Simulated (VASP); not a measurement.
# Co (P-3m1) in VASP: a series of runs

The runs below take Co through single point, with LDA.

Everything below comes from runs of VASP 6.6.1. Logs are shortened: lines on timing, memory, paths and dates and some standing lists are left out, and cuts for length are marked.

### 1 The crystal as given

Symmetry: P-3m1, No. 164, trigonal system. Conventional cell: a = 2.487 Å, b = 2.487 Å, c = 4.063 Å, α = 90.00°, β = 90.00°, γ = 120.00°. Co (site symmetry 3m) is surrounded by 12 Co at 2.42 to 2.55 Å.

This isn't the form of Co at room conditions, which is hcp.

### 2 Single point, LDA, collinear spin, ferromagnetic start

File INCAR:

```
PREC = Accurate
ENCUT = 280
EDIFF = 1E-6
ISMEAR = -1
SIGMA = 0.1
LREAL = False
LASPH = True
NELM = 100
ALGO = Normal
ISIF = 2
LWAVE = False
LCHARG = False
ISPIN = 2
MAGMOM = 2 2
LORBIT = 11
LMAXMIX = 4
GGA = CA
NBANDS = 20
ADDGRID = False
```

File KPOINTS:

```
Automatic mesh
0
Gamma
  4 4 2
```

File POSCAR:

```
Co
1.0
    2.4873648738      0.0000000000      0.0000000000
   -1.2436824369      2.1541211692      0.0000000000
    0.0000000000      0.0000000000      4.0632895034
Co
2
Direct
    0.3275520000      0.6759820000      0.7288160000
    0.6891290000      0.3188900000      0.2643300000
```

Potentials or basis: VASP PAW LDA potentials, release 64 (Co).

Command:

```bash
$ cat potpaw_LDA.64/Co/POTCAR > POTCAR
$ mpirun -np 1 vasp_std > vasp.out
```

OUTCAR:

```text
PREC = Accurate
   ENCUT = 280
   EDIFF = 1E-6
   ISMEAR = -1
   LREAL = False
   LASPH = True
   NELM = 100
   ISIF = 2
   ISPIN = 2
   LORBIT = 11
   GGA = CA

 Found     20 irreducible k-points:

 Following reciprocal coordinates:
            Coordinates               Weight
  0.000000  0.000000  0.000000      1.000000
  0.250000 -0.000000  0.000000      2.000000
  0.000000  0.250000  0.000000      2.000000
 -0.250000  0.250000  0.000000      2.000000
  0.500000 -0.000000  0.000000      1.000000
  0.000000  0.500000  0.000000      1.000000
   k-points           NKPTS =     20   k-points in BZ     NKDIM =     20   number of bands    NBANDS=     20
   number of dos      NEDOS =    301   number of ions     NIONS =      2
   total plane-waves  NPLWV =   4704
   dimension x,y,z NGX =    14 NGY =   14 NGZ =   24
   dimension x,y,z NGXF=    28 NGYF=   28 NGZF=   48
   ions per type =               2
   NGX,Y,Z   is equivalent  to a cutoff of   9.36,  9.36,  9.82 a.u.
   NGXF,Y,Z  is equivalent  to a cutoff of  18.71, 18.71, 19.64 a.u.
 SYSTEM =  unknown system
   PREC   = accura    normal or accurate (medium, high low for compatibility)
   ISTART =      0    job   : 0-new  1-cont  2-samecut
   ICHARG =      2    charge: 1-file 2-atom 10-const
   ISPIN  =      2    spin polarized calculation?
   LNONCOLLINEAR =      F non collinear calculations
   LSORBIT =      F    spin-orbit coupling
   LASPH  =      T    aspherical Exc in radial PAW
   ENCUT  =  280.0 eV  20.58 Ry    4.54 a.u.   3.39  3.39  5.54*2*pi/ulx,y,z
   NELM   =    100;   NELMIN=  2; NELMDL= -5     # of ELM steps
   EDIFF  = 0.1E-05   stopping-criterion for ELM
   LREAL  =      F    real-space projection
   EDIFFG = 0.1E-04   stopping-criterion for IOM
   NSW    =      0    number of steps for IOM
   IBRION =     -1    ionic relax: 0-MD 1-quasi-New 2-CG
   NFREE  =      0    steps in history (QN), initial steepest desc. (CG)
   ISIF   =      2    stress and relaxation
   ISYM   =      2    0-nonsym 1-usesym 2-fastsym
   POTIM  = 0.5000    time-step for ionic-motion
   TEBEG  =    0.0;   TEEND  =   0.0 temperature during run
   PSTRESS=    0.0 pullay stress
   NELECT =      18.0000    total number of electrons
   NUPDOWN=      -1.0000    fix difference up-down
   EMIN   =  10.00;   EMAX   =-10.00  energy-range for DOS
   EFERMI =   0.00;   METHOD = LEGACY
   ISMEAR =    -1;   SIGMA  =   0.10  broadening in eV -4-tet -1-fermi 0-gaus
   EFERMI_NEDOS =   21; number of points for ismear=-14 and -15
   IALGO  =     38    algorithm
   IMIX   =      4    mixing-type and parameters
     AMIX     =   0.40;   BMIX     =  1.00
     AMIX_MAG =   1.60;   BMIX_MAG =  1.00
  volume/ion in A,a.u.               =      10.89        73.46
  Fermi-wavevector in a.u.,A,eV,Ry     =   1.536514  2.903591 32.121660  2.360875
  Thomas-Fermi vector in A             =   2.643152
   LORBIT       =     11    0 simple, 1 ext, 2 COOP (PROOUT), +10 PAW based schemes
   GGA     = CA    functional components
   LHFCALC =     F    Hartree Fock is set to
   AEXX    =    0.0000 exact exchange contribution
   IVDW    =     0    specifies the selected vdW correction
   LEPSILON=     F    determine dielectric tensor
   LRPA    =     F    only Hartree local field effects (RPA)
 spin polarized calculation
  energy-cutoff  :      280.00
  volume of cell :       21.77
 maximum number of plane-waves:       248
 NGX is ok and might be reduce to    14
   NGX =  7   NGY =  7   NGZ = 11

 number of electron      18.0000007 magnetization       3.2437791

 Free energy of the ion-electron system (eV)
  ---------------------------------------------------
  ext. energy  EPLUGINS =         0.00000000
  ---------------------------------------------------
  free energy    TOTEN  =       -16.08207224 eV

  energy without entropy =      -15.99517106  energy(sigma->0) =      -16.03862165

 E-fermi :   9.9209     XC(G=0): -13.6967

 val. band max:        9.8897389617   @ k =   0.2500  -0.0000   0.0000
 cond. band min:       9.9333860556   @ k =   0.5000   0.2500   0.5000
 fundamental gap:      0.0436470940
 Fermi energy:         9.9208830431

 spin component 1

 k-point     1 :       0.0000    0.0000    0.0000
  band No.  band energies     occupation
      1       0.9483      1.00000
      2       4.7838      1.00000
      3       7.3319      1.00000
      4       7.4128      1.00000
      5       7.4888      1.00000
      6       7.7184      1.00000
      7       7.7271      1.00000
      8       8.1222      1.00000
      9       8.4199      1.00000
     10       9.1522      0.99954
     11       9.4868      0.98714
     12       9.7635      0.82830
     13      16.0278      0.00000
     14      31.8539      0.00000
     15      34.3087      0.00000
     16      34.4951      0.00000
     17      34.8798      0.00000
     18      35.1840      0.00000
     19      36.1001      0.00000
     20      36.2423      0.00000

 k-point     2 :       0.2500   -0.0000    0.0000
  band No.  band energies     occupation
      1       2.9748      1.00000
      2       5.6723      1.00000
      3       6.4452      1.00000
      4       6.8318      1.00000
      5       7.3585      1.00000
      6       7.6630      1.00000
      7       7.8838      1.00000
      8       8.3666      1.00000
      9       8.4262      1.00000
     10       8.6299      1.00000
     11       9.4252      0.99302
     12      14.3503      0.00000
     13      16.5558      0.00000
     14      22.5637      0.00000
     15      27.9523      0.00000
     16      29.8787      0.00000
     17      30.2778      0.00000
     18      33.7294      0.00000
     19      34.5935      0.00000
     20      38.1541      0.00000

 k-point     3 :       0.0000    0.2500    0.0000
  band No.  band energies     occupation
      1       2.9741      1.00000
      2       5.6668      1.00000
      3       6.4379      1.00000
      4       6.8371      1.00000
      5       7.3601      1.00000
      6       7.6585      1.00000
      7       7.8997      1.00000
      8       8.3634      1.00000
      9       8.4253      1.00000
     10       8.6327      1.00000
     11       9.4283      0.99280
     12      14.3414      0.00000
     13      16.5546      0.00000
     14      22.5649      0.00000
     15      27.9572      0.00000
     16      29.8839      0.00000
     17      30.2693      0.00000
     18      33.7348      0.00000
     19      34.5882      0.00000
     20      38.1777      0.00000

 k-point     4 :      -0.2500    0.2500    0.0000
  band No.  band energies     occupation
      1       2.9588      1.00000
      2       5.5387      1.00000
      3       6.3089      1.00000
      4       6.9230      1.00000
      5       7.4668      1.00000
      6       7.5637      1.00000
      7       8.1143      1.00000
      8       8.3563      1.00000
      9       8.3709      1.00000
     10       8.6727      1.00000
     11       9.5683      0.97140
     12      14.1578      0.00000
     13      16.5305      0.00000
     14      22.5738      0.00000
     15      27.9023      0.00000
     16      29.9622      0.00000
     17      30.1919      0.00000
     18      34.0861      0.00000
     19      34.4048      0.00000
     20      38.1602      0.00000

 k-point     5 :       0.5000   -0.0000    0.0000
  band No.  band energies     occupation
      1       5.2091      1.00000
      2       5.2905      1.00000
      3       5.6389      1.00000
      4       7.3124      1.00000
      5       7.3949      1.00000
      6       7.4364      1.00000
      7       7.8523      1.00000
      8       9.4072      0.99416
      9       9.4411      0.99182
     10       9.6372      0.94464
     11      11.4897      0.00000
     12      13.1228      0.00000
     13      19.3809      0.00000
     14      20.8882      0.00000
     15      22.0850      0.00000
     16      23.7636      0.00000
     17      24.8288      0.00000
     18      31.6409      0.00000
     19      32.5293      0.00000
     20      34.9926      0.00000

 k-point     6 :       0.0000    0.5000    0.0000
  band No.  band energies     occupation
      1       5.2081      1.00000
      2       5.2792      1.00000
      3       5.6268      1.00000
      4       7.3143      1.00000
      5       7.4125      1.00000
      6       7.4553      1.00000
      7       7.8509      1.00000
      8       9.4113      0.99391
      9       9.4388      0.99201
     10       9.6355      0.94554
     11      11.4628      0.00000
     12      13.1540      0.00000
     13      19.3379      0.00000
     14      20.8374      0.00000
     15      22.1263      0.00000
     16      23.8030      0.00000
     17      24.8380      0.00000
     18      31.6228      0.00000
     19      32.5238      0.00000
     20      35.0272      0.00000

 [... further k-points ...]

 spin component 2

 k-point     1 :       0.0000    0.0000    0.0000
  band No.  band energies     occupation
      1       1.1810      1.00000
      2       5.7096      1.00000
      3       8.7376      0.99999
      4       8.8365      0.99998
      5       8.9403      0.99994
      6       9.1787      0.99940
      7       9.1942      0.99930
      8       9.6918      0.90808
      9      10.0382      0.23623
     10      10.0688      0.18562
     11      10.8182      0.00013
     12      11.1529      0.00000
     13      17.0230      0.00000
     14      31.9327      0.00000
     15      34.7052      0.00000
     16      34.7855      0.00000
     17      35.3330      0.00000
     18      35.3634      0.00000
     19      36.5622      0.00000
     20      36.6617      0.00000

 k-point     2 :       0.2500   -0.0000    0.0000
  band No.  band energies     occupation
      1       3.2442      1.00000
      2       6.7605      1.00000
      3       7.5861      1.00000
      4       8.0418      1.00000
      5       8.6906      1.00000
      6       9.1237      0.99965
      7       9.3807      0.99551
      8       9.8897      0.57724
      9       9.9474      0.43398
     10      10.1975      0.05915
     11      11.1158      0.00001
     12      15.2225      0.00000
     13      17.3890      0.00000
     14      23.1526      0.00000
     15      28.3806      0.00000
     16      30.2885      0.00000
     17      30.7191      0.00000
     18      34.2411      0.00000
     19      34.8060      0.00000
     20      38.6217      0.00000

 k-point     3 :       0.0000    0.2500    0.0000
  band No.  band energies     occupation
      1       3.2436      1.00000
      2       6.7560      1.00000
      3       7.5768      1.00000
      4       8.0480      1.00000
      5       8.6959      1.00000
      6       9.1205      0.99967
      7       9.3963      0.99476
      8       9.8846      0.58978
      9       9.9449      0.44022
     10      10.2011      0.05723
     11      11.1181      0.00001
     12      15.2118      0.00000
     13      17.3874      0.00000
     14      23.1548      0.00000
     15      28.3854      0.00000
     16      30.2949      0.00000
     17      30.7108      0.00000
     18      34.2467      0.00000
     19      34.7995      0.00000
     20      38.6667      0.00000

 k-point     4 :      -0.2500    0.2500    0.0000
  band No.  band energies     occupation
      1       3.2317      1.00000
      2       6.6476      1.00000
      3       7.4298      1.00000
      4       8.1359      1.00000
      5       8.8514      0.99998
      6       9.0516      0.99983
      7       9.6241      0.95110
      8       9.8604      0.64672
      9       9.8654      0.63517
     10      10.2252      0.04551
     11      11.2461      0.00000
     12      14.9931      0.00000
     13      17.3574      0.00000
     14      23.1762      0.00000
     15      28.3238      0.00000
     16      30.3918      0.00000
     17      30.6372      0.00000
     18      34.5127      0.00000
     19      34.6867      0.00000
     20      38.6884      0.00000

 k-point     5 :       0.5000   -0.0000    0.0000
  band No.  band energies     occupation
      1       6.1675      1.00000
      2       6.2933      1.00000
      3       6.7952      1.00000
      4       8.2065      1.00000
      5       8.6955      1.00000
      6       8.8709      0.99997
      7       9.2490      0.99879
      8      11.0474      0.00001
      9      11.1549      0.00000
     10      11.2814      0.00000
     11      12.6505      0.00000
     12      14.1057      0.00000
     13      19.9264      0.00000
     14      21.4623      0.00000
     15      22.7365      0.00000
     16      24.4354      0.00000
     17      25.1543      0.00000
     18      32.1093      0.00000
     19      32.7989      0.00000
     20      35.3940      0.00000

 k-point     6 :       0.0000    0.5000    0.0000
  band No.  band energies     occupation
      1       6.1557      1.00000
      2       6.2948      1.00000
      3       6.7824      1.00000
      4       8.2179      1.00000
      5       8.7123      0.99999
      6       8.8771      0.99997
      7       9.2524      0.99875
      8      11.0513      0.00001
      9      11.1516      0.00000
     10      11.2786      0.00000
     11      12.6263      0.00000
     12      14.1350      0.00000
     13      19.8804      0.00000
     14      21.4096      0.00000
     15      22.7804      0.00000
     16      24.4766      0.00000
     17      25.1638      0.00000
     18      32.0963      0.00000
     19      32.7863      0.00000
     20      35.4309      0.00000

 [... further k-points ...]

------------------------ aborting loop because EDIFF is reached ----------------------------------------

  FORCE on cell =-STRESS in cart. coord.  units (eV):
  Direction    XX          YY          ZZ          XY          YZ          ZX
  --------------------------------------------------------------------------------------
  -------------------------------------------------------------------------------------
  Total       -2.4890492     -2.3239355     -1.8735785      0.1552880     -0.1199334      0.2399980
  in kB     -183.1709816   -171.0201441   -137.8780372     11.4277572     -8.8259914     17.6616324
  external PRESSURE =    -164.0230543 kB  Pullay stress =       0.0000000 kB

 VOLUME and BASIS-vectors are now :
 -----------------------------------------------------------------------------
  energy-cutoff  :      280.00
  volume of cell :       21.77
      direct lattice vectors                 reciprocal lattice vectors
     2.487364874  0.000000000  0.000000000     0.402031889  0.232113220  0.000000000
    -1.243682437  2.154121169  0.000000000     0.000000000  0.464226439  0.000000000
     0.000000000  0.000000000  4.063289503     0.000000000  0.000000000  0.246106018

 POSITION                                       TOTAL-FORCE (eV/Angst)
 -----------------------------------------------------------------------------------
     -0.02597      1.45615      2.96139         0.299734     -0.151847      0.765427
      1.31752      0.68693      1.07405        -0.299734      0.151847     -0.765427
 -----------------------------------------------------------------------------------
    total drift:                               -0.000173      0.000044      0.000027

  FREE ENERGIE OF THE ION-ELECTRON SYSTEM (eV)
  ---------------------------------------------------
  free  energy   TOTEN  =       -16.0820722405 eV

  energy  without entropy=      -15.9951710582  energy(sigma->0) =      -16.03862165

 total charge

# of ion       s       p       d       tot
------------------------------------------
    1        0.498   0.501   7.300   8.299
    2        0.498   0.501   7.300   8.299
--------------------------------------------------
tot          0.995   1.003  14.599  16.597

 magnetization (x)

# of ion       s       p       d       tot
------------------------------------------
    1       -0.008  -0.018   1.640   1.614
    2       -0.008  -0.018   1.640   1.614
--------------------------------------------------
tot         -0.016  -0.035   3.280   3.229
```

It took 3.4 s on 1 thread of Intel Xeon 6975P-C (Granite Rapids), shared host; peak memory 0.11 GiB.

These settings aren't checked as converged: the numbers below hold their error.

Results:

```
Free energy                                           : -16.0821 eV
Largest force                                         : 0.836 eV/Å
Band gap on the k mesh                                : none (metal or under the smearing width)
Net moment                                            : 3.24 μB per cell
Site moments                                          : Co +1.61 μB
Valence electrons inside the program's atomic spheres : Co 8.30
```

Caveat: the k mesh is coarse (spacing up to 0.77 Å⁻¹), so the values aren't converged; the cutoff is under 1.25 times the usual one of these potentials, so pressure, stress and relaxed cells hold a basis-set (Pulay) error.

(Continued in part 2 of 2.)
